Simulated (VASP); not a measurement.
# CaF2 (Fluorite) (Fm-3m) in VASP: equation of state

Aim: energy against volume of CaF2 (Fluorite) in PBE, for its equilibrium volume and stiffness.

Everything below comes from runs of VASP 6.6.1. Logs are shortened: lines on timing, memory, paths and dates and some standing lists are left out, and cuts for length are marked.

### Step 1. The crystal as given

The structure is cubic, space group Fm-3m (No. 225). Conventional cell: a = 5.462 Å, b = 5.462 Å, c = 5.462 Å, α = 90.00°, β = 90.00°, γ = 90.00°. Around Ca (site symmetry m-3m) lie 8 F at 2.37 Å. F (site symmetry -43m) is surrounded by 4 Ca at 2.37 Å.

### Step 2. Equation of state, PBE, 12.76 Å³/atom (volume scaled by 0.94)

The input, INCAR:

```
ALGO     = Normal         # electronic algorithm
EDIFF    = 1E-7           # SCF threshold, eV
ENCUT    = 520            # plane-wave cutoff, eV
GGA      = PE             # functional
ISIF     = 2              # what is computed and relaxed
ISMEAR   = -1             # smearing method
LASPH    = True           # aspherical terms in the spheres
LCHARG   = False          # write CHGCAR
LREAL    = False          # projectors in reciprocal space
LWAVE    = False          # write WAVECAR
NBANDS   = 19             # bands
NELM     = 60             # most SCF steps
PREC     = Accurate       # precision mode
SIGMA    = 0.05           # smearing width, eV
```

The input, KPOINTS:

```
k-points
0
Gamma
  8 8 8
```

The input, POSCAR:

```
CaF2
1.0
    0.0000000000      2.6752496629      2.6752496629
    2.6752496629      0.0000000000      2.6752496629
    2.6752496629      2.6752496629      0.0000000000
Ca F
1 2
Direct
    0.0000000000      0.0000000000      0.0000000000
    0.7500000000      0.7500000000      0.7500000000
    0.2500000000      0.2500000000      0.2500000000
```

Potentials or basis: VASP PAW PBE potentials, release 64 (Ca_sv, F).

Command:

```bash
$ cat potpaw_PBE.64/Ca_sv/POTCAR potpaw_PBE.64/F/POTCAR > POTCAR
$ mpirun -np 1 vasp_std > vasp.out
```

OUTCAR:

```text
EDIFF = 1E-7
   ENCUT = 520
   GGA = PE
   ISIF = 2
   ISMEAR = -1
   LASPH = True
   LREAL = False
   NELM = 60
   PREC = Accurate

 ion  position               nearest neighbor table
   1  0.000  0.000  0.000-   2 2.32   2 2.32   2 2.32   2 2.32   3 2.32   3 2.32   3 2.32   3 2.32

   2  0.750  0.750  0.750-   1 2.32   1 2.32   1 2.32   1 2.32
   3  0.250  0.250  0.250-   1 2.32   1 2.32   1 2.32   1 2.32

  LATTYP: Found a face centered cubic cell.
 ALAT       =     5.3504993258

  Lattice vectors:

 A1 = (   0.0000000000,   2.6752496629,   2.6752496629)
 A2 = (   2.6752496629,   0.0000000000,   2.6752496629)
 A3 = (   2.6752496629,   2.6752496629,   0.0000000000)

Analysis of symmetry for initial positions (statically):
=====================================================================
 Subroutine PRICEL returns:
 Original cell was already a primitive cell.

 Routine SETGRP: Setting up the symmetry group for a
 face centered cubic supercell.

 Subroutine GETGRP returns: Found 48 space group operations
 (whereof 48 operations were pure point group operations)
 out of a pool of 48 trial point group operations.

The static configuration has the point symmetry O_h .

Analysis of symmetry for dynamics (positions and initial velocities):
=====================================================================
 Subroutine PRICEL returns:
 Original cell was already a primitive cell.

 Routine SETGRP: Setting up the symmetry group for a
 face centered cubic supercell.

 Subroutine GETGRP returns: Found 48 space group operations
 (whereof 48 operations were pure point group operations)
 out of a pool of 48 trial point group operations.

The dynamic configuration has the point symmetry O_h .

 Subroutine INISYM returns: Found 48 space group operations
 (whereof 48 operations are pure point group operations),
 and found     1 'primitive' translations

----------------------------------------------------------------------------------------

                                     Primitive cell

  volume of cell :      38.2933

  direct lattice vectors                    reciprocal lattice vectors
     0.000000000  2.675249663  2.675249663    -0.186898444  0.186898444  0.186898444
     2.675249663  0.000000000  2.675249663     0.186898444 -0.186898444  0.186898444
     2.675249663  2.675249663  0.000000000     0.186898444  0.186898444 -0.186898444

  length of vectors
     3.783374356  3.783374356  3.783374356     0.323717601  0.323717601  0.323717601

  position of ions in fractional coordinates (direct lattice)
     0.000000000  0.000000000  0.000000000
     0.750000000  0.750000000  0.750000000
     0.250000000  0.250000000  0.250000000

  ion indices of the primitive-cell ions
   primitive index   ion index
                 1           1
                 2           2
                 3           3

----------------------------------------------------------------------------------------

 KPOINTS: k-points

Automatic generation of k-mesh.
 Grid dimensions read from file:
 generate k-points for:    8    8    8

 Generating k-lattice:

  Cartesian coordinates                     Fractional coordinates (reciprocal lattice)
    -0.023362306  0.023362306  0.023362306     0.125000000  0.000000000  0.000000000
     0.023362306 -0.023362306  0.023362306     0.000000000  0.125000000  0.000000000
     0.023362306  0.023362306 -0.023362306     0.000000000  0.000000000  0.125000000

  Length of vectors
     0.040464700  0.040464700  0.040464700

  Shift w.r.t. Gamma in fractional coordinates (k-lattice)
     0.000000000  0.000000000  0.000000000

 Subroutine IBZKPT returns following result:
 ===========================================

 Found     29 irreducible k-points:

 Following reciprocal coordinates:
            Coordinates               Weight
  0.000000  0.000000  0.000000      1.000000
  0.125000  0.000000  0.000000      8.000000
  0.250000  0.000000  0.000000      8.000000
  0.375000  0.000000  0.000000      8.000000
  0.500000  0.000000  0.000000      4.000000
  0.125000  0.125000  0.000000      6.000000
[... 21 lines left out ...]
 -0.375000  0.500000  0.125000     12.000000
 -0.250000  0.500000  0.250000      6.000000
   k-points           NKPTS =     29   k-points in BZ     NKDIM =     29   number of bands    NBANDS=     19
   number of dos      NEDOS =    301   number of ions     NIONS =      3
   total plane-waves  NPLWV =  21952
   dimension x,y,z NGX =    28 NGY =   28 NGZ =   28
   dimension x,y,z NGXF=    56 NGYF=   56 NGZF=   56
   ions per type =               1   2
   NGX,Y,Z   is equivalent  to a cutoff of  12.30, 12.30, 12.30 a.u.
   NGXF,Y,Z  is equivalent  to a cutoff of  24.61, 24.61, 24.61 a.u.
 SYSTEM =  unknown system
   PREC   = accura    normal or accurate (medium, high low for compatibility)
   ISTART =      0    job   : 0-new  1-cont  2-samecut
   ICHARG =      2    charge: 1-file 2-atom 10-const
   ISPIN  =      1    spin polarized calculation?
   LNONCOLLINEAR =      F non collinear calculations
   LSORBIT =      F    spin-orbit coupling
   LASPH  =      T    aspherical Exc in radial PAW
   ENCUT  =  520.0 eV  38.22 Ry    6.18 a.u.   7.03  7.03  7.03*2*pi/ulx,y,z
   NELM   =     60;   NELMIN=  2; NELMDL= -5     # of ELM steps
   EDIFF  = 0.1E-06   stopping-criterion for ELM
   LREAL  =      F    real-space projection
   EDIFFG = 0.1E-05   stopping-criterion for IOM
   NSW    =      0    number of steps for IOM
   IBRION =     -1    ionic relax: 0-MD 1-quasi-New 2-CG
   NFREE  =      0    steps in history (QN), initial steepest desc. (CG)
   ISIF   =      2    stress and relaxation
   ISYM   =      2    0-nonsym 1-usesym 2-fastsym
   POTIM  = 0.5000    time-step for ionic-motion
   TEBEG  =    0.0;   TEEND  =   0.0 temperature during run
   PSTRESS=    0.0 pullay stress
   NELECT =      24.0000    total number of electrons
   NUPDOWN=      -1.0000    fix difference up-down
   EMIN   =  10.00;   EMAX   =-10.00  energy-range for DOS
   EFERMI =   0.00;   METHOD = LEGACY
   ISMEAR =    -1;   SIGMA  =   0.05  broadening in eV -4-tet -1-fermi 0-gaus
   EFERMI_NEDOS =   21; number of points for ismear=-14 and -15
   IALGO  =     38    algorithm
   IMIX   =      4    mixing-type and parameters
     AMIX     =   0.40;   BMIX     =  1.00
[... 18 lines left out ...]

 Free energy of the ion-electron system (eV)
  ---------------------------------------------------
  ext. energy  EPLUGINS =         0.00000000
  ---------------------------------------------------
  free energy    TOTEN  =       -17.23999897 eV

  energy without entropy =      -17.23999897  energy(sigma->0) =      -17.23999897

 E-fermi :   0.3913     XC(G=0):  -9.9430

 val. band max:       -0.6230800316   @ k =   0.5000   0.5000   0.0000
 cond. band min:       7.0296091074   @ k =   0.0000   0.0000   0.0000
 fundamental gap:      7.6526891389
 Fermi energy:         0.3912917465

 k-point     1 :       0.0000    0.0000    0.0000
  band No.  band energies     occupation
      1     -36.3585      2.00000
      2     -20.7141      2.00000
      3     -19.8436      2.00000
      4     -17.2954      2.00000
      5     -17.2954      2.00000
      6     -17.2954      2.00000
[... 11 lines left out ...]
     18      11.0998      0.00000
     19      16.8463      0.00000

 k-point     2 :       0.1250    0.0000    0.0000
  band No.  band energies     occupation
      1     -36.3516      2.00000
      2     -20.7599      2.00000
      3     -19.8913      2.00000
      4     -17.3036      2.00000
      5     -17.3036      2.00000
      6     -17.2194      2.00000
[... 11 lines left out ...]
     18      11.0517      0.00000
     19      16.1421      0.00000

 k-point     3 :       0.2500    0.0000    0.0000
  band No.  band energies     occupation
      1     -36.3349      2.00000
      2     -20.8381      2.00000
      3     -20.0390      2.00000
      4     -17.3229      2.00000
      5     -17.3229      2.00000
      6     -17.0262      2.00000
[... 11 lines left out ...]
     18      10.9379      0.00000
     19      14.8840      0.00000

 k-point     4 :       0.3750    0.0000    0.0000
  band No.  band energies     occupation
      1     -36.3181      2.00000
      2     -20.8697      2.00000
      3     -20.2347      2.00000
      4     -17.3421      2.00000
      5     -17.3421      2.00000
      6     -16.8244      2.00000
[... 11 lines left out ...]
     18      10.8260      0.00000
     19      14.0075      0.00000

 k-point     5 :       0.5000    0.0000    0.0000
  band No.  band energies     occupation
      1     -36.3112      2.00000
      2     -20.8638      2.00000
      3     -20.3348      2.00000
      4     -17.3500      2.00000
      5     -17.3500      2.00000
      6     -16.7393      2.00000
[... 11 lines left out ...]
     18      10.7805      0.00000
     19      13.8296      0.00000

 k-point     6 :       0.1250    0.1250    0.0000
  band No.  band energies     occupation
      1     -36.3493      2.00000
      2     -20.7788      2.00000
      3     -19.8994      2.00000
      4     -17.3156      2.00000
      5     -17.3156      2.00000
      6     -17.1786      2.00000
[... 11 lines left out ...]
     18      11.0188      0.00000
     19      16.5264      0.00000

 k-point     7 :       0.2500    0.1250    0.0000
  band No.  band energies     occupation
      1     -36.3359      2.00000
      2     -20.8495      2.00000
      3     -20.0060      2.00000
      4     -17.3378      2.00000
      5     -17.3122      2.00000
      6     -17.0401      2.00000
[... 11 lines left out ...]
     18      10.9691      0.00000
     19      15.5881      0.00000

 k-point     8 :       0.3750    0.1250    0.0000
  band No.  band energies     occupation
      1     -36.3191      2.00000
      2     -20.8802      2.00000
      3     -20.2086      2.00000
      4     -17.3571      2.00000
      5     -17.2837      2.00000
      6     -16.8802      2.00000
[... 366 lines left out ...]
 k-point    25 :       0.5000    0.3750    0.1250
  band No.  band energies     occupation
      1     -36.3034      2.00000
      2     -20.9627      2.00000
      3     -20.3032      2.00000
      4     -17.4090      2.00000
      5     -17.2666      2.00000
      6     -16.7230      2.00000
[... 11 lines left out ...]
     18      12.0817      0.00000
     19      15.6333      0.00000

 k-point    26 :      -0.3750    0.3750    0.1250
  band No.  band energies     occupation
      1     -36.2978      2.00000
      2     -20.8451      2.00000
      3     -20.5285      2.00000
      4     -17.4175      2.00000
      5     -17.1009      2.00000
      6     -16.7893      2.00000
[... 11 lines left out ...]
     18      13.4258      0.00000
     19      14.9909      0.00000

 k-point    27 :      -0.2500    0.3750    0.1250
  band No.  band energies     occupation
      1     -36.3001      2.00000
      2     -20.7414      2.00000
      3     -20.6204      2.00000
      4     -17.4011      2.00000
      5     -16.9707      2.00000
      6     -16.9402      2.00000
[... 11 lines left out ...]
     18      13.0056      0.00000
     19      15.2846      0.00000

 k-point    28 :      -0.3750    0.5000    0.1250
  band No.  band energies     occupation
      1     -36.2955      2.00000
      2     -20.9891      2.00000
      3     -20.3664      2.00000
      4     -17.4338      2.00000
      5     -17.2629      2.00000
      6     -16.6363      2.00000
[... 11 lines left out ...]
     18      14.1457      0.00000
     19      14.5549      0.00000

 k-point    29 :      -0.2500    0.5000    0.2500
  band No.  band energies     occupation
      1     -36.2955      2.00000
      2     -20.7061      2.00000
      3     -20.7061      2.00000
      4     -17.4356      2.00000
      5     -16.9201      2.00000
      6     -16.9201      2.00000
[... 11 lines left out ...]
     18      14.2936      0.00000
     19      15.7415      0.00000

------------------------ aborting loop because EDIFF is reached ----------------------------------------

  FORCE on cell =-STRESS in cart. coord.  units (eV):
  Direction    XX          YY          ZZ          XY          YZ          ZX
  --------------------------------------------------------------------------------------
  -------------------------------------------------------------------------------------
  Total        2.1063999      2.1063999      2.1063999      0.0000000      0.0000000     -0.0000000
  in kB       88.1309508     88.1309508     88.1309508      0.0000000      0.0000000     -0.0000000
  external PRESSURE =      88.1309508 kB  Pullay stress =       0.0000000 kB

 VOLUME and BASIS-vectors are now :
 -----------------------------------------------------------------------------
  energy-cutoff  :      520.00
  volume of cell :       38.29
      direct lattice vectors                 reciprocal lattice vectors
     0.000000000  2.675249663  2.675249663    -0.186898444  0.186898444  0.186898444
     2.675249663  0.000000000  2.675249663     0.186898444 -0.186898444  0.186898444
     2.675249663  2.675249663  0.000000000     0.186898444  0.186898444 -0.186898444

 POSITION                                       TOTAL-FORCE (eV/Angst)
 -----------------------------------------------------------------------------------
      0.00000      0.00000      0.00000        -0.000000     -0.000000     -0.000000
      4.01287      4.01287      4.01287         0.000000      0.000000      0.000000
      1.33762      1.33762      1.33762        -0.000000     -0.000000     -0.000000
 -----------------------------------------------------------------------------------
    total drift:                                0.000000      0.000000      0.000000

  FREE ENERGIE OF THE ION-ELECTRON SYSTEM (eV)
  ---------------------------------------------------
  free  energy   TOTEN  =       -17.2399989686 eV

  energy  without entropy=      -17.2399989685  energy(sigma->0) =      -17.23999897
```

Wall time 18 s (1 thread of Intel Xeon Platinum 8488C (Sapphire Rapids), shared host); peak memory 0.16 GiB.

Results:

- Free energy: -17.2400 eV
- Pressure: 8.8 GPa
- Band gap on the k mesh: 7.65 eV, indirect (least direct gap 7.92 eV)

### Step 3. Equation of state, PBE, 13.04 Å³/atom (volume scaled by 0.96)

The input, INCAR:

```
PREC = Accurate
ENCUT = 520
EDIFF = 1E-7
ISMEAR = -1
SIGMA = 0.05
LREAL = False
LASPH = True
NELM = 80
ALGO = Normal
ISIF = 2
LWAVE = False
LCHARG = False
GGA = PE
NBANDS = 19
```

The input, KPOINTS:

```
Automatic mesh
0
Gamma
  8 8 8
```

The input, POSCAR:

```
CaF2
1.0
    0.0000000000      2.6940900700      2.6940900700
    2.6940900700      0.0000000000      2.6940900700
    2.6940900700      2.6940900700      0.0000000000
Ca F
1 2
Direct
    0.0000000000      0.0000000000      0.0000000000
    0.7500000000      0.7500000000      0.7500000000
    0.2500000000      0.2500000000      0.2500000000
```

Potentials or basis: VASP PAW PBE potentials, release 64 (Ca_sv, F).

Command:

```bash
$ cat potpaw_PBE.64/Ca_sv/POTCAR potpaw_PBE.64/F/POTCAR > POTCAR
$ mpirun -np 1 vasp_std > vasp.out
```

Wall time 17 s (1 thread of Intel Xeon Platinum 8488C (Sapphire Rapids), shared host); peak memory 0.16 GiB.

It converged, with:

| Item | Value |
| --- | --- |
| Free energy | -17.2806 eV |
| Pressure | 6.5 GPa |
| Band gap on the k mesh | 7.52 eV, indirect (least direct gap 7.79 eV) |

### Step 4. Equation of state, PBE, 13.31 Å³/atom (volume scaled by 0.98)

The input, INCAR:

```
ALGO = Normal
EDIFF = 1E-7
ENCUT = 520
GGA = PE
ISIF = 2
ISMEAR = -1
LASPH = True
LCHARG = False
LREAL = False
LWAVE = False
NBANDS = 19
NELM = 80
PREC = Accurate
SIGMA = 0.05
```

The input, KPOINTS:

```
k-points
0
Gamma
  8 8 8
```

The input, POSCAR:

```
CaF2
1.0
    0.0000000000      2.7126705887      2.7126705887
    2.7126705887      0.0000000000      2.7126705887
    2.7126705887      2.7126705887      0.0000000000
Ca F
1 2
Direct
    0.0000000000      0.0000000000      0.0000000000
    0.7500000000      0.7500000000      0.7500000000
    0.2500000000      0.2500000000      0.2500000000
```

Command:

```bash
$ cat potpaw_PBE.64/Ca_sv/POTCAR potpaw_PBE.64/F/POTCAR > POTCAR
$ mpirun -np 1 vasp_std > vasp.out
```

It took 26 s on 1 thread of Intel Xeon Platinum 8488C (Sapphire Rapids), shared host; peak memory 0.17 GiB.

Results (log left out):

```
Free energy            : -17.3098 eV
Pressure               : 4.4 GPa
Band gap on the k mesh : 7.40 eV, indirect (least direct gap 7.66 eV)
```

### Step 5. Equation of state, PBE, 13.85 Å³/atom (volume scaled by 1.02)

Changes to INCAR since step 4:

```diff
@@ -11,3 +11,3 @@
 NBANDS = 19
-NELM = 80
+NELM = 60
 PREC = Accurate
```

KPOINTS is that of step 4.

The input, POSCAR:

```
CaF2
1.0
    0.0000000000      2.7490866198      2.7490866198
    2.7490866198      0.0000000000      2.7490866198
    2.7490866198      2.7490866198      0.0000000000
Ca F
1 2
Direct
    0.0000000000      0.0000000000      0.0000000000
    0.7500000000      0.7500000000      0.7500000000
    0.2500000000      0.2500000000      0.2500000000
```

Command:

```bash
$ cat potpaw_PBE.64/Ca_sv/POTCAR potpaw_PBE.64/F/POTCAR > POTCAR
$ mpirun -np 1 vasp_std > vasp.out
```

Run time: 26 s. Hardware: 1 thread of Intel Xeon Platinum 8488C (Sapphire Rapids), shared host; peak memory 0.17 GiB.

It converged, with:

```yaml
Free_energy: -17.3388 eV
Pressure: 0.8 GPa
Band_gap_on_the_k_mesh: 7.16 eV, indirect (least direct gap 7.41 eV)
```

### Step 6. Equation of state, PBE, 14.12 Å³/atom (volume scaled by 1.04)

The input, INCAR:

```
SYSTEM = CaF2
  ALGO = Normal
  EDIFF = 1E-7
  ENCUT = 520
  GGA = PE
  ISIF = 2
  ISMEAR = -1
  LASPH = .True.
  LCHARG = .False.
  LREAL = .False.
  LWAVE = .False.
  NBANDS = 19
  NELM = 60
  PREC = Accurate
  SIGMA = 0.05
```

The input, KPOINTS:

```
k-points
0
Gamma
  8 8 8
  0 0 0
```

The input, POSCAR:

```
CaF2
1.0
    0.0000000000      2.7669383318      2.7669383318
    2.7669383318      0.0000000000      2.7669383318
    2.7669383318      2.7669383318      0.0000000000
Ca F
1 2
Direct
    0.0000000000      0.0000000000      0.0000000000
    0.7500000000      0.7500000000      0.7500000000
    0.2500000000      0.2500000000      0.2500000000
```

Potentials or basis: VASP PAW PBE potentials, release 64 (Ca_sv, F).

Command:

```bash
$ cat potpaw_PBE.64/Ca_sv/POTCAR potpaw_PBE.64/F/POTCAR > POTCAR
$ mpirun -np 1 vasp_std > vasp.out
```

It took 28 s on 1 thread of Intel Xeon Platinum 8488C (Sapphire Rapids), shared host; peak memory 0.17 GiB.

Results (log left out):

| Item | Value |
| --- | --- |
| Free energy | -17.3405 eV |
| Pressure | -0.8 GPa |
| Band gap on the k mesh | 7.05 eV, indirect (least direct gap 7.30 eV) |

### Step 7. Equation of state, PBE, 14.39 Å³/atom (volume scaled by 1.06)

Changes to INCAR since step 6:

```diff
@@ -12,3 +12,3 @@
   NBANDS = 19
-  NELM = 60
+  NELM = 100
   PREC = Accurate
```

KPOINTS is that of step 6.

The input, POSCAR:

```
CaF2
1.0
    0.0000000000      2.7845626180      2.7845626180
    2.7845626180      0.0000000000      2.7845626180
    2.7845626180      2.7845626180      0.0000000000
Ca F
1 2
Direct
    0.0000000000      0.0000000000      0.0000000000
    0.7500000000      0.7500000000      0.7500000000
    0.2500000000      0.2500000000      0.2500000000
```

Command:

```bash
$ cat potpaw_PBE.64/Ca_sv/POTCAR potpaw_PBE.64/F/POTCAR > POTCAR
$ mpirun -np 1 vasp_std > vasp.out
```

Wall time 22 s (1 thread of Intel Xeon Platinum 8488C (Sapphire Rapids), shared host); peak memory 0.17 GiB.

It converged, with:

```
Free energy            : -17.3349 eV
Pressure               : -2.1 GPa
Band gap on the k mesh : 6.94 eV, indirect (least direct gap 7.19 eV)
```

### Step 8. Equation of state, PBE

Potentials or basis: VASP PAW PBE potentials, release 64 (Ca_sv, F).

No new run: the results of the series are fitted here.

What came out:

```yaml
Equilibrium_volume: 14.05 Å³/atom
Bulk_modulus: 77 GPa
Pressure_derivative_of_the_bulk_modulus: 4.6
```

Energy against volume, from the lowest point:
```tsv
volume (Å³/atom)	energy (meV/atom)
12.764	33.49
13.036	19.95
13.308	10.23
13.579	3.82
13.851	0.55
14.122	0.00
14.394	1.86
```

PBE usually gives volumes a little too large and moduli too small. Zero-point motion and thermal expansion aren't in these numbers.
